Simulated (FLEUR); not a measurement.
Sb:

```
Sb
1.0
     0.00000    2.37124    2.37124
     2.37124    0.00000    2.37124
     2.37124    2.37124    0.00000
Sb
1
Direct
  0.00000 0.00000 0.00000
```

This isn't the form of Sb at room conditions, which is rhombohedral.

| Property | Result |
| --- | --- |
| Program | FLEUR MaX-R8.1 (later development tree) |
| Task | single point |
| Functional | PBEsol |
| Potentials or basis | all-electron |
| Basis | FLAPW |
| Kmax | 4.1 1/bohr |
| k mesh | 10 × 10 × 10 |
| Occupations | fermi-dirac, width 0.05 eV |
| Spin | no spin polarisation |
| Gmax | 12.7 1/bohr |
| Muffin-tin radii | Sb 2.66 bohr |
| lmax | Sb 10 |
| lnonsphr | Sb 10 |
| Local orbitals a species | Sb 6 |
| Max iterations | 60 |
| Mixing factor | 0.05 |
| Mixer | Anderson |
| Mixer history | 15 |

On this cell: band gap on the k mesh none (metal or under the smearing width).

The same run follows on a disturbed copy (cell strained at random at fixed volume):

```
CELL_PARAMETERS angstrom
-0.01676 2.38071 2.40165
2.36975 0.04435 2.34054
2.40963 2.35947 0.00447
ATOMIC_POSITIONS crystal
Sb 0.99246 0.01309 0.98926
```

Problem. What changes?

Solution. The energy (extrapolated to zero smearing) moves by -2.0 meV/atom; band gap on the k mesh none (metal or under the smearing width).

The energy falls, though the first cell shows no forces: that form is unstable against this distortion, unless noise or another electronic state is at work.
